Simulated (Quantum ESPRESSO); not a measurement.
# Co in Quantum ESPRESSO: work function with PBE+rVV10

Aim: the work function of Co with PBE+rVV10.

All numbers are computed with Quantum ESPRESSO 7.5; they aren't measurements. Logs are shortened: lines on timing, memory, paths and dates and some standing lists are left out, and cuts for length are marked.

## Step 1: The slab as given

The cell holds a slab with vacuum, 6 atoms: a = 2.540 Å, b = 2.540 Å, c = 25.367 Å, α = 90.00°, β = 90.00°, γ = 120.00°.

The slab is cut from a database's or a generator's crystal, which needn't be the stable form of the element.

## Step 2: Work function, PBE+rVV10, collinear spin, ferromagnetic start

Input file pw.in:

```
&CONTROL
  calculation = 'scf'
  prefix = 'pwscf'
  outdir = './tmp'
  pseudo_dir = './pseudo'
  tprnfor = .true.
  disk_io = 'low'
/
&SYSTEM
  ibrav = 0
  celldm(1) = 8
  nat = 6
  ntyp = 1
  ecutwfc = 50
  ecutrho = 250
  nbnd = 69
  input_dft = 'sla+pw+pbx+pbc+vv10'
  occupations = 'smearing'
  smearing = 'fd'
  degauss = 0.01999163
  nspin = 2
  starting_magnetization(1) = 0.1176
/
&ELECTRONS
  conv_thr = 1d-07
  electron_maxstep = 150
  mixing_beta = 0.3
  mixing_mode = 'local-TF'
  tqr = .true.
/
ATOMIC_SPECIES
Co    58.9332 co_pbe_v1.2.uspp.F.UPF
CELL_PARAMETERS alat
  0.5998707147696  -0.0000000000000  -0.0000000000000
 -0.2999353573848   0.5195032779768   0.0000000000000
  0.0000000000000   0.0000000000000   5.9921984217136
ATOMIC_POSITIONS crystal
Co     0.6666666667    0.3333333333    0.2956541351
Co     0.3333333333    0.6666666667    0.3773924811
Co     0.0000000000    0.0000000000    0.4591308270
Co     0.6666666667    0.3333333333    0.5408691730
Co     0.3333333333    0.6666666667    0.6226075189
Co     0.0000000000    0.0000000000    0.7043458649
K_POINTS automatic
12 12 1 0 0 0
```

Input file pp_density.in:

```
&INPUTPP
  prefix = 'pwscf'
  outdir = './tmp'
  filplot = 'density.dat'
  plot_num = 0
/
&PLOT
  nfile = 1
  filepp(1) = 'density.dat'
  iflag = 3
  output_format = 6
  fileout = 'density.cube'
/
```

Input file pp_potential.in:

```
&INPUTPP
  prefix = 'pwscf'
  outdir = './tmp'
  filplot = 'potential.dat'
  plot_num = 11
/
&PLOT
  nfile = 1
  filepp(1) = 'potential.dat'
  iflag = 3
  output_format = 6
  fileout = 'potential.cube'
/
```

Input file pp_spin.in:

```
&INPUTPP
  prefix = 'pwscf'
  outdir = './tmp'
  filplot = 'spin.dat'
  plot_num = 6
/
&PLOT
  nfile = 1
  filepp(1) = 'spin.dat'
  iflag = 3
  output_format = 6
  fileout = 'spin.cube'
/
```

Potentials or basis: GBRV 1.5 PBE.

The run is started by

```
> OMP_NUM_THREADS=1 mpirun -n 2 pw.x -nk 2 -in pw.in > pw.out
> OMP_NUM_THREADS=1 mpirun -n 1 pp.x -in pp_density.in > pp_density.out
> OMP_NUM_THREADS=1 mpirun -n 1 pp.x -in pp_potential.in > pp_potential.out
> OMP_NUM_THREADS=1 mpirun -n 1 pp.x -in pp_spin.in > pp_spin.out
```

pw.out:

```text
This program is part of the open-source Quantum ESPRESSO suite
     for quantum simulation of materials; please cite
         "P. Giannozzi et al., J. Phys.:Condens. Matter 21 395502 (2009);
         "P. Giannozzi et al., J. Phys.:Condens. Matter 29 465901 (2017);
         "P. Giannozzi et al., J. Chem. Phys. 152 154105 (2020);
     in publications or presentations arising from this work. More details at

     IMPORTANT: XC functional enforced from input :
     Exchange-correlation= SLA+PW+PBX+PBC+VV10
                           (   1   4   3   4  26   0   0)
     Any further DFT definition will be discarded
     Please, verify this is what you really want

     Message from routine setup:
     using ibrav=0 with symmetry is DISCOURAGED, use correct ibrav instead

     K-points division:     npool     =       2
     Subspace diagonalization in iterative solution of the eigenvalue problem:
     a serial algorithm will be used

     G-vector sticks info
     --------------------
     sticks:   dense  smooth     PW     G-vecs:    dense   smooth      PW
     Sum         397     313     97                63613    45671    7993

     Using Slab Decomposition

     bravais-lattice index     =            0
     lattice parameter (alat)  =       8.0000  a.u.
     unit-cell volume          =     956.0973 (a.u.)^3
     number of atoms/cell      =            6
     number of atomic types    =            1
     number of electrons       =       102.00
     number of Kohn-Sham states=           69
     kinetic-energy cutoff     =      50.0000  Ry
     charge density cutoff     =     250.0000  Ry
     scf convergence threshold =      1.0E-07
     mixing beta               =       0.3000
     number of iterations used =            8  local-TF  mixing
     Exchange-correlation= SLA+PW+PBX+PBC+VV10
                           (   1   4   3   4  26   0   0)

     celldm(1)=   8.000000  celldm(2)=   0.000000  celldm(3)=   0.000000
     celldm(4)=   0.000000  celldm(5)=   0.000000  celldm(6)=   0.000000

     crystal axes: (cart. coord. in units of alat)
               a(1) = (   0.599871  -0.000000  -0.000000 )
               a(2) = (  -0.299935   0.519503   0.000000 )
               a(3) = (   0.000000   0.000000   5.992198 )

     reciprocal axes: (cart. coord. in units 2 pi/alat)
               b(1) = (  1.667026  0.962458 -0.000000 )
               b(2) = (  0.000000  1.924916 -0.000000 )
               b(3) = (  0.000000  0.000000  0.166884 )

     PseudoPot. # 1 for Co read from file:
     co_pbe_v1.2.uspp.F.UPF
     Pseudo is Ultrasoft + core correction, Zval = 17.0
     Generated by new atomic code, or converted to UPF format
     Using radial grid of  863 points,  6 beta functions with:
                l(1) =   0
                l(2) =   0
                l(3) =   1
                l(4) =   1
                l(5) =   2
                l(6) =   2
     Q(r) pseudized with  8 coefficients,  rinner =    1.200   1.200   1.200
                                                       1.200   1.200

     atomic species   valence    mass     pseudopotential
     Co               17.00    58.93320     Co( 1.00)

     Starting magnetic structure
     atomic species   magnetization
     Co              0.118

     12 Sym. Ops., with inversion, found ( 6 have fractional translation)

   Cartesian axes

     site n.     atom                  positions (alat units)
         1        Co     tau(   1) = (   0.2999354   0.1731678   1.7716182  )
         2        Co     tau(   2) = (  -0.0000000   0.3463355   2.2614106  )
         3        Co     tau(   3) = (   0.0000000   0.0000000   2.7512030  )
         4        Co     tau(   4) = (   0.2999354   0.1731678   3.2409954  )
         5        Co     tau(   5) = (  -0.0000000   0.3463355   3.7307878  )
[... 34 lines left out ...]
     Largest difference:   0.000688 for atom type # 1
     Generating pointlists ...
     new r_m :   0.2474 (alat units)  1.9796 (a.u.) for type    1

     Initial potential from superposition of free atoms

     starting charge      96.0000, renormalised to     102.0000

     negative rho (up, down):  2.901E-04 2.291E-04

Carrying out rVV10 run using the following parameters:
Nqs =      20    Nr_points =    1024   r_max =   100.000
b_value =  6.30000    beta =  0.00901
     q_mesh =  0.00010000  0.00030000  0.00058939  0.00100810
               0.00161396  0.00249058  0.00375900  0.00559430
               0.00824984  0.01209221  0.01765183  0.02569619
               0.03733578  0.05417739  0.07854596  0.11380545
               0.16482331  0.23864234  0.34545298  0.50000000

Gradients computed in Reciprocal space

     Starting wfcs are   78 randomized atomic wfcs

     Self-consistent Calculation

     iteration #  1     ecut=    50.00 Ry     beta= 0.30
     Davidson diagonalization with overlap
     ethr =  1.00E-02,  avg # of iterations =  7.7

     negative rho (up, down):  8.264E-02 8.021E-02
[... 199 lines left out ...]
     iteration # 18     ecut=    50.00 Ry     beta= 0.30
     Davidson diagonalization with overlap
     ethr =  4.20E-10,  avg # of iterations =  1.3

     negative rho (up, down):  1.983E-04 1.042E-04

     Magnetic moment per site  (integrated on atomic sphere of radius R)
     atom   1 (R=0.247)  charge= 15.5577  magn=  1.8428
     atom   2 (R=0.247)  charge= 15.6453  magn=  1.7624
     atom   3 (R=0.247)  charge= 15.6481  magn=  1.7262
     atom   4 (R=0.247)  charge= 15.6481  magn=  1.7262
     atom   5 (R=0.247)  charge= 15.6453  magn=  1.7624
     atom   6 (R=0.247)  charge= 15.5577  magn=  1.8428

     End of self-consistent calculation

 ------ SPIN UP ------------

          k = 0.0000 0.0000 0.0000 (  5807 PWs)   bands (ev):

   -90.4373 -90.4365 -90.3941 -90.3748 -90.3319 -90.3319 -53.7584 -53.7347
   -53.6638 -53.6112 -53.5747 -53.5665 -53.5665 -53.5659 -53.5659 -53.5252
   -53.5233 -53.5233 -53.5059 -53.5059 -53.4325 -53.4325 -53.4325 -53.4325
    -2.7472  -2.1054  -1.1215  -0.0596   0.6098   0.7943   2.8935   2.9614
     3.0696   3.0880   3.0880   3.0978   3.1615   3.1615   3.2136   3.2136
     3.2728   3.2728   3.3894   3.3894   3.4244   3.4244   3.8741   4.1155
     4.1155   4.1286   4.1286   4.2252   4.2252   4.4511   4.4511   4.6756
     4.6756   4.8614   4.8614   5.3004   5.7892  10.2905  10.4631  11.5087
    12.1987  13.6346  14.2240  16.4811  16.8348
[... 51 lines left out ...]
   -90.4094 -90.4093 -90.3653 -90.3571 -90.3079 -90.3079 -53.7611 -53.7578
   -53.7270 -53.7166 -53.6713 -53.6548 -53.6141 -53.6125 -53.6122 -53.6081
   -53.5995 -53.5868 -53.5767 -53.5693 -53.5496 -53.5430 -53.4752 -53.4752
     0.8238   0.9337   1.0537   1.2179   1.5104   1.5724   1.6904   1.7823
     2.0842   2.5023   2.8505   3.0369   3.1734   3.1767   3.4094   3.4431
     3.6557   3.7930   4.1580   4.2017   4.4394   4.5349   4.7469   4.7934
     4.8163   4.8429   4.9065   4.9631   4.9952   5.0467   5.0608   5.7456
     6.0977   7.0534   8.5120   9.9168  11.8717  12.1946  12.5865  13.2962
    14.4481  15.5201  15.6635  15.7757  16.7052

          k = 0.0000-0.9625 0.0000 (  5664 PWs)   bands (ev):

   -90.4074 -90.4074 -90.3628 -90.3562 -90.3062 -90.3062 -53.7729 -53.7705
   -53.7318 -53.7308 -53.6679 -53.6586 -53.6175 -53.6155 -53.6131 -53.6096
   -53.5992 -53.5977 -53.5827 -53.5725 -53.5529 -53.5457 -53.4783 -53.4783
     0.9065   0.9278   1.1637   1.2326   1.4504   1.5646   1.5984   1.6900
     2.0275   2.4856   2.8082   2.9914   3.1368   3.2898   3.3812   3.5527
     3.7790   3.8212   4.2076   4.2951   4.5629   4.6078   4.7968   4.9318
     4.9339   4.9466   4.9986   5.0742   5.1128   5.1322   5.9753   6.9013
     7.6281   8.0330   8.1540   8.1926  11.4711  11.8738  12.3055  12.9557
    14.1720  15.1481  15.7475  16.1287  17.3586
[... 135 lines left out ...]
   -90.4037 -90.4037 -90.3564 -90.3564 -90.3029 -90.3029 -53.7175 -53.7175
   -53.7108 -53.7108 -53.6967 -53.6799 -53.6587 -53.6587 -53.6298 -53.6108
   -53.5988 -53.5988 -53.5719 -53.5719 -53.5615 -53.5615 -53.5509 -53.5501
     1.9096   1.9096   1.9194   1.9975   1.9975   2.0708   2.0876   2.0941
     2.0941   2.3621   2.3621   2.8824   2.8824   2.8951   3.0068   3.2422
     3.2426   3.2761   3.2761   3.9616   3.9616   4.0051   4.0652   4.0652
     4.4941   4.4941   4.7453   4.8304   4.8304   4.8541  10.3776  10.3776
    10.3805  10.6612  10.6612  11.3360  11.4113  12.4068  12.4068  12.5800
    13.2838  13.2838  14.6653  14.6653  16.1181

 ------ SPIN DOWN ----------

          k = 0.0000 0.0000 0.0000 (  5807 PWs)   bands (ev):

   -88.0944 -88.0822 -88.0685 -88.0588 -87.9042 -87.9042 -51.5246 -51.4643
   -51.3845 -51.3079 -51.3050 -51.3050 -51.2952 -51.2952 -51.2831 -51.2831
   -51.2732 -51.2732 -51.1992 -51.1969 -51.1292 -51.1292 -51.1292 -51.1292
    -2.7177  -2.0688  -1.0483   0.1584   1.2016   1.7047   4.4051   4.4652
     4.7350   4.7363   4.8913   4.8931   4.8931   4.9448   4.9448   5.0094
     5.0094   5.0692   5.0692   5.2305   5.2305   5.2571   5.2571   5.6620
     5.8599   6.1695   6.1695   6.1762   6.1762   6.2874   6.2874   6.5185
     6.5185   6.7768   6.7768   6.9366   6.9366  10.2987  10.5891  11.5999
    12.6999  14.0146  14.5119  16.8038  17.0244
[... 51 lines left out ...]
   -88.0566 -88.0507 -88.0447 -88.0416 -87.8775 -87.8775 -51.5239 -51.5110
   -51.5001 -51.4885 -51.4149 -51.3917 -51.3679 -51.3627 -51.3476 -51.3326
   -51.3284 -51.3123 -51.3058 -51.3015 -51.1900 -51.1899 -51.1764 -51.1764
     1.5751   1.8285   2.0268   2.3380   2.7496   2.9375   3.0240   3.1910
     3.4940   3.8790   4.3951   4.6857   4.7884   4.8276   5.0002   5.0243
     5.3017   5.5411   5.7354   5.9186   6.2068   6.2169   6.6315   6.7674
     6.8419   6.8758   6.8976   6.9633   7.0109   7.0712   7.0999   7.1451
     7.3397   7.7900   9.1477  10.5580  12.7220  12.9013  13.2566  13.9786
    15.0442  15.6682  15.9391  16.3398  16.7986

          k = 0.0000-0.9625 0.0000 (  5664 PWs)   bands (ev):

   -88.0533 -88.0482 -88.0432 -88.0410 -87.8756 -87.8756 -51.5376 -51.5212
   -51.5136 -51.5028 -51.4052 -51.3939 -51.3744 -51.3667 -51.3513 -51.3393
   -51.3317 -51.3152 -51.3145 -51.3088 -51.1897 -51.1895 -51.1798 -51.1798
     1.9341   2.1228   2.2825   2.3578   2.7838   2.7845   2.8594   3.0981
     3.4180   3.8622   4.4507   4.7461   4.7812   4.8760   4.9593   5.1726
     5.2702   5.7204   5.7830   6.2259   6.3914   6.4465   6.6721   6.9355
     6.9940   7.0192   7.0227   7.0578   7.1151   7.2068   7.2119   7.7918
     8.4947   8.5612   8.9566   8.9910  12.5429  12.7590  13.0182  13.6022
    14.7033  15.8120  16.2669  16.5114  17.4843
[... 135 lines left out ...]
   -88.0445 -88.0445 -88.0410 -88.0410 -87.8720 -87.8720 -51.4761 -51.4761
   -51.4741 -51.4518 -51.4518 -51.4426 -51.4250 -51.4250 -51.3716 -51.3627
   -51.3436 -51.3436 -51.2747 -51.2747 -51.2627 -51.2624 -51.1876 -51.1876
     3.2448   3.2448   3.2488   3.3311   3.3311   3.3386   3.3507   3.3855
     3.3855   3.7314   3.7314   4.2960   4.2960   4.3020   4.3976   4.8437
     4.8437   4.9767   4.9804   5.9169   5.9169   5.9515   6.0800   6.0801
     6.5941   6.5941   6.7260   6.8250   6.8250   6.8514  11.2170  11.2227
    11.2227  11.4748  11.4748  12.0709  12.1133  13.1666  13.1666  13.2846
    13.9086  13.9086  15.2618  15.2618  16.6776

     the Fermi energy is     5.8750 ev

!    total energy              =   -1790.29806992 Ry
     estimated scf accuracy    <       0.00000005 Ry
     smearing contrib. (-TS)   =      -0.15013580 Ry
     internal energy E=F+TS    =   -1790.14793412 Ry

     The total energy is F=E-TS. E is the sum of the following terms:
     one-electron contribution =  -14848.93385981 Ry
     hartree contribution      =    7442.83665022 Ry
     xc contribution           =    -195.02716726 Ry
     ewald contribution        =    5810.97644273 Ry

     total magnetization       =    10.24 Bohr mag/cell
     absolute magnetization    =    11.22 Bohr mag/cell

     convergence has been achieved in  18 iterations

     negative rho (up, down):  1.983E-04 1.042E-04

     Forces acting on atoms (cartesian axes, Ry/au):

     atom    1 type  1   force =     0.00000000    0.00000000    0.02387058
     atom    2 type  1   force =     0.00000000    0.00000000   -0.00607638
     atom    3 type  1   force =     0.00000000    0.00000000    0.00083805
     atom    4 type  1   force =    -0.00000000   -0.00000000   -0.00083805
     atom    5 type  1   force =     0.00000000    0.00000000    0.00607638
     atom    6 type  1   force =    -0.00000000   -0.00000000   -0.02387058

     Total force =     0.034855     Total SCF correction =     0.000862

=------------------------------------------------------------------------------=
   JOB DONE.
=------------------------------------------------------------------------------=
```

Wall time 5.4 min (2 MPI ranks of Arm Neoverse V1, shared host); peak memory 0.8 GiB.

These settings aren't checked as converged (typed here: conv_thr = 1e-07; smearing = fermi-dirac; width = 0.272): the numbers below hold their error.

What came out:

| Property | Result |
| --- | --- |
| Free energy | -24358.2461 eV |
| Largest force | 0.614 eV/Å |
| Band gap on the k mesh | none (metal or under the smearing width) |
| Net moment | 10.24 μB per cell |
| Absolute moment | 11.22 μB per cell |
| Site moments | Co +1.84, +1.76, +1.73 μB |
| Valence electrons inside the program's atomic spheres | Co 15.56, 15.65 |
| Work function of the upper face | 5.15 eV |
| Work function of the lower face | 5.15 eV |

Caveat: real space augmentation costs some meV and hundredths of eV per Å; rVV10's parameter b was fitted to another functional; the cell was measured hot, at 1300 K.
